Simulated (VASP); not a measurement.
# MgTe (F-43m) in VASP: G0W0 quasiparticle levels with PBE

Aim: the G0W0 quasiparticle levels of MgTe with PBE.

All numbers are computed with VASP 6.6.1; they aren't measurements. Logs are shortened: lines on timing, memory, paths and dates and some standing lists are left out, and cuts for length are marked.

### 1 The crystal as given

The structure is cubic, space group F-43m (No. 216). The conventional cell has a = 6.464 Å, b = 6.464 Å, c = 6.464 Å, α = 90.00°, β = 90.00°, γ = 90.00°. Around Te (site symmetry -43m) lie 4 Mg at 2.80 Å. Mg (site symmetry -43m) has 4 Te at 2.80 Å as nearest neighbours.

The cell comes from a database or a generator and needn't be the stable form of this composition.

### 2 G0W0 quasiparticle levels, PBE

Input file POSCAR:

```
MgTe
1.0
    0.0000000000      3.2319988239      3.2319988239
    3.2319988239      0.0000000000      3.2319988239
    3.2319988239      3.2319988239      0.0000000000
Te Mg
1 1
Direct
    0.2500000000      0.2500000000      0.2500000000
    0.0000000000      0.0000000000      0.0000000000
```

Input file INCAR.step1:

```
PREC = Accurate
ENCUT = 450
EDIFF = 1E-8
ISMEAR = 0
SIGMA = 0.01
LREAL = F
LASPH = T
NELM = 60
ALGO = Fast
LWAVE = T
LCHARG = F
GGA = PE
```

Input file INCAR.step2:

```
PREC = Accurate
ENCUT = 450
EDIFF = 1E-8
ISMEAR = 0
SIGMA = 0.01
LREAL = F
LASPH = T
NELM = 1
ALGO = Exact
LWAVE = T
LCHARG = F
GGA = PE
NBANDS = 646
LOPTICS = T
ISTART = 1
```

Input file INCAR.step3:

```
PREC = Accurate
ENCUT = 450
EDIFF = 1E-8
ISMEAR = 0
SIGMA = 0.01
LREAL = F
LASPH = T
ALGO = EVGW0
LWAVE = F
LCHARG = F
GGA = PE
NELMGW = 1
NBANDS = 646
ENCUTGW = 200
NOMEGA = 64
PRECFOCK = Fast
ISTART = 1
NBANDSGW = 12
```

Input file KPOINTS:

```
Automatic mesh
0
Gamma
  4 4 4
```

Potentials or basis: VASP PAW PBE potentials, release 64 (Te_GW, Mg_GW).

The run is started by

```
$ cat potpaw_PBE.64/Te_GW/POTCAR potpaw_PBE.64/Mg_GW/POTCAR > POTCAR
$ cp INCAR.step1 INCAR
$ mpirun -np 1 vasp_std > vasp.out
$ cp INCAR.step2 INCAR
$ mpirun -np 1 vasp_std > vasp.out
$ cp INCAR.step3 INCAR
$ mpirun -np 1 vasp_std > vasp.out
```

OUTCAR:

```text
PREC = Accurate
   ENCUT = 450
   EDIFF = 1E-8
   ISMEAR = 0
   LREAL = F
   LASPH = T
   GGA = PE
   NELMGW = 1
   ENCUTGW = 200
   PRECFOCK = Fast
   ISTART = 1

 ion  position               nearest neighbor table
   1  0.250  0.250  0.250-   2 2.80   2 2.80   2 2.80   2 2.80
   2  0.000  0.000  0.000-   1 2.80   1 2.80   1 2.80   1 2.80

  LATTYP: Found a face centered cubic cell.
 ALAT       =     6.4639976478

  Lattice vectors:

 A1 = (   0.0000000000,   3.2319988239,   3.2319988239)
 A2 = (   3.2319988239,   0.0000000000,   3.2319988239)
 A3 = (   3.2319988239,   3.2319988239,   0.0000000000)

Analysis of symmetry for initial positions (statically):
=====================================================================
 Subroutine PRICEL returns:
 Original cell was already a primitive cell.

 Routine SETGRP: Setting up the symmetry group for a
 face centered cubic supercell.

 Subroutine GETGRP returns: Found 24 space group operations
 (whereof 24 operations were pure point group operations)
 out of a pool of 48 trial point group operations.

The static configuration has the point symmetry T_d .

Analysis of symmetry for dynamics (positions and initial velocities):
=====================================================================
 Subroutine PRICEL returns:
 Original cell was already a primitive cell.

 Routine SETGRP: Setting up the symmetry group for a
 face centered cubic supercell.

 Subroutine GETGRP returns: Found 24 space group operations
 (whereof 24 operations were pure point group operations)
 out of a pool of 48 trial point group operations.

The dynamic configuration has the point symmetry T_d .

 Subroutine INISYM returns: Found 24 space group operations
 (whereof 24 operations are pure point group operations),
 and found     1 'primitive' translations

----------------------------------------------------------------------------------------

                                     Primitive cell

  volume of cell :      67.5217

  direct lattice vectors                    reciprocal lattice vectors
[... 70 lines left out ...]
   EDIFF  = 0.1E-07   stopping-criterion for ELM
   LREAL  =      F    real-space projection
   EDIFFG = 0.1E-06   stopping-criterion for IOM
   NSW    =      0    number of steps for IOM
   IBRION =     -1    ionic relax: 0-MD 1-quasi-New 2-CG
   NFREE  =      0    steps in history (QN), initial steepest desc. (CG)
   ISIF   =      0    stress and relaxation
   ISYM   =      3    0-nonsym 1-usesym 2-fastsym
   POTIM  = 0.5000    time-step for ionic-motion
   TEBEG  =    0.0;   TEEND  =   0.0 temperature during run
   PSTRESS=    0.0 pullay stress
   NELECT =       8.0000    total number of electrons
   NUPDOWN=      -1.0000    fix difference up-down
   EMIN   =  10.00;   EMAX   =-10.00  energy-range for DOS
   EFERMI =   0.00;   METHOD = LEGACY
   ISMEAR =     0;   SIGMA  =   0.01  broadening in eV -4-tet -1-fermi 0-gaus
   EFERMI_NEDOS =   21; number of points for ismear=-14 and -15
   IALGO  =     38    algorithm
   IMIX   =      4    mixing-type and parameters
     AMIX     =   0.40;   BMIX     =  1.00
     AMIX_MAG =   1.60;   BMIX_MAG =  1.00
  volume/ion in A,a.u.               =      33.76       227.83
  Fermi-wavevector in a.u.,A,eV,Ry     =   0.804063  1.519460  8.796411  0.646518
  Thomas-Fermi vector in A             =   1.912049
   LORBIT       =      0    0 simple, 1 ext, 2 COOP (PROOUT), +10 PAW based schemes
   GGA     = PE    functional components
   LHFCALC =     T    Hartree Fock is set to
   PRECFOCK=fast      Normal, Fast or Accurate (Low or Medium for compatibility)
   ENCUT4O =  -1.0   cutoff for four orbital integrals eV
   NKREDX  =     1    reduce k-point grid by
   NKREDY  =     1    reduce k-point grid by
   NKREDZ  =     1    reduce k-point grid by
   AEXX    =    1.0000 exact exchange contribution
   HFSCREEN=    0.0000 screening length (either q_TF or 0.3 A-1)
   HFSCREENC=   0.0000 screening length for correlation (either q_TF or 0.3 A-1)
   ENCUTFOCK=  -1.0 apply spherical cutoff to Coloumb kernel
   IVDW    =     0    specifies the selected vdW correction
   LEPSILON=     F    determine dielectric tensor
   LRPA    =     F    only Hartree local field effects (RPA)
   LRPAFORCE           =     F    calculate RPA forces
   ENCUTGW             = 200.0    cutoff for response function in eV
   ENCUTGWSOFT         = 160.0    soft cutoff for Coulomb kernel in GW response function in eV
   ENCUTLF             =  -1.0    cutoff for local field effects
   NELMGW              =     1    number of iterations in solving QP/BSE equation
   NELMHF              =     1    number of iterations in the inner HF iteration
   NKREDLFX            =     1    NKREDLFY  =   1   NKREDLFZ  =   1
 non-spin polarized calculation
 Gauss-broadening in eV      SIGMA  =   0.01
  energy-cutoff  :      450.00
  volume of cell :       67.52
 maximum number of plane-waves:      1476
  NGX = 18; NGY = 18; NGZ = 18
   NGX = 15   NGY = 15   NGZ = 15
 maximum number of plane-waves:       444

 QP shifts <psi_nk| G(iteration)W_0 |psi_nk>: iteration 1
 for sc-GW calculations column KS-energies equals QP-energies in previous step
 and V_xc(KS)=  KS-energies - (<T + V_ion + V_H > + <T+V_H+V_ion>^1  + <V_x>^1)

 k-point   1 :       0.0000    0.0000    0.0000
  band No.  KS-energies  QP-energies   sigma(KS)   V_xc(KS)     V^pw_x(r,r')   Z            occupation Imag(sigma)

      1      -8.2902      -9.2069     -12.0597     -10.7391     -17.1247       0.6942       2.0000       1.0311
      2       1.8860       0.8508     -11.8448     -10.4921     -12.7940       0.7653       2.0000       0.0415
      3       1.8860       0.8508     -11.8448     -10.4921     -12.7940       0.7653       2.0000       0.0415
      4       1.8860       0.8508     -11.8448     -10.4921     -12.7940       0.7653       2.0000       0.0415
      5       4.2905       4.6011      -7.3165      -7.7137      -3.8965       0.7819       0.0000      -0.0601
      6       7.3318       7.6325      -7.3055      -7.7026      -3.3857       0.7572       0.0000      -0.0712
      7       7.3318       7.6325      -7.3055      -7.7026      -3.3857       0.7572       0.0000      -0.0712
      8       7.3318       7.6325      -7.3055      -7.7026      -3.3857       0.7572       0.0000      -0.0712
      9      10.5042      10.7816      -7.5575      -7.9327      -3.0996       0.7391       0.0000      -0.1249
     10      10.5042      10.7816      -7.5575      -7.9327      -3.0996       0.7391       0.0000      -0.1249
     11      10.5827      10.7101      -6.3381      -6.5120      -1.6729       0.7332       0.0000      -0.1710
     12      12.2264      12.2239      -6.4276      -6.4242      -1.5681       0.7346       0.0000      -0.2810
[... 100 lines left out ...]
      1      -7.4947      -8.2471     -12.4599     -11.3439     -17.2510       0.6742       2.0000       0.8505
      2      -0.8091      -1.8453     -10.5524      -9.1089     -12.4374       0.7179       2.0000       0.0674
      3       0.0132      -1.0962     -10.7488      -9.2465     -12.2810       0.7384       2.0000       0.0518
      4       0.4393      -0.6371     -10.7734      -9.3322     -12.1056       0.7469       2.0000       0.0424
      5       6.4556       6.5095      -7.1418      -7.2116      -3.4912       0.7722       0.0000      -0.0631
      6       7.4975       7.8986      -8.2214      -8.7551      -4.1854       0.7515       0.0000      -0.0688
      7       8.0578       8.3172      -6.9480      -7.2946      -2.7222       0.7482       0.0000      -0.0893
      8       8.2811       8.4299      -7.1868      -7.3828      -3.2086       0.7592       0.0000      -0.0762
      9      11.6662      11.8008      -7.7760      -7.9683      -2.5304       0.7002       0.0000      -0.2785
     10      12.9153      13.0004      -7.6252      -7.7423      -2.3633       0.7262       0.0000      -0.3769
     11      13.1630      13.4949      -8.5812      -9.0345      -3.3269       0.7322       0.0000      -0.3644
     12      14.0821      14.4346      -8.1135      -8.5855      -2.8363       0.7468       0.0000      -0.4696
```

OUTCAR.step1:

```text
PREC = Accurate
   ENCUT = 450
   EDIFF = 1E-8
   ISMEAR = 0
   LREAL = F
   LASPH = T
[... 290 lines left out ...]
 -----------------------------------------------------------------------------------
      1.61600      1.61600      1.61600        -0.000000     -0.000000     -0.000000
      0.00000      0.00000      0.00000         0.000000      0.000000      0.000000
 -----------------------------------------------------------------------------------
    total drift:                               -0.000000     -0.000000     -0.000000

  FREE ENERGIE OF THE ION-ELECTRON SYSTEM (eV)
  ---------------------------------------------------
  free  energy   TOTEN  =        -6.3748000202 eV

  energy  without entropy=       -6.3748000202  energy(sigma->0) =       -6.37480002
```

Run time: 6.9 min. Hardware: 1 thread of Intel Xeon 6975P-C (Granite Rapids), shared host; peak memory 1.6 GiB.

What came out:

* Band gap on the k mesh, mean-field level: 2.40 eV, direct
* Quasiparticle gap: 3.75 eV
* Least direct quasiparticle gap: 3.75 eV

Levels at points of the mesh, in eV from the valence-band top:
```
           k point  band 2  band 3  band 4  band 5  band 6  band 7
(0.00, 0.00, 0.00)    0.00    0.00    0.00    2.40    5.45    5.45
(0.50, 0.00, 0.00)   -3.22   -0.42   -0.42    3.20    5.51    5.51
(0.50, 0.50, 0.00)   -3.05   -1.18   -1.18    2.84    3.52    9.59
```

Caveat: the k mesh is coarse (spacing up to 0.42 Å⁻¹), so the values aren't converged; bands, screening cutoff and mesh are small and nothing is extrapolated, so the quasiparticle values aren't converged; spin-orbit coupling is left out, which moves the levels of the heavy elements. A k mesh can miss the band edges.
